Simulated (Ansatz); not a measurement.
Results of PBEsol in Ansatz (plane waves, PAW) for chalcopyrite CuInS2.

Settings: plane-wave cutoff 520 eV, 10×10×10 k mesh, Fermi–Dirac smearing 0.01 eV, no spin polarisation, scalar-relativistic PAW data made under PBE.

Energies at three volumes about the minimum:

```csv
V (Å³/atom),E − E_lowest (meV/atom)
20.334,2.04
20.749,0.00
21.164,1.90
```

Problem. Fit a parabola by hand: where is the minimum, and what is the bulk modulus?

Solution. Slopes: (0.00 − 2.04)/(20.749 − 20.334) = -4.916 and (1.90 − 0.00)/(21.164 − 20.749) = 4.578 meV/Å³. Curvature E″ = 2 × (4.578 − (-4.916))/(21.164 − 20.334) = 22.877 meV/Å⁶. From the middle of the first interval, the slope vanishes at V0 = 20.5415 − (-4.916)/22.877 = 20.756 Å³/atom. B = V0 E″ = 20.756 × 22.877 meV/Å³ × 0.1602 GPa per meV/Å³ = 76.1 GPa. The full Birch–Murnaghan fit to all volumes gives V0 = 20.749 Å³/atom and B0 = 76.1 GPa.

Shape and atoms are relaxed at each volume.

Note: the gap of the solid is closed in this run; this level leaves the solid without a gap, although one is measured; the bulk modulus comes from volumes at which shape and atoms were relaxed.

Ansatz is a first-principles code.
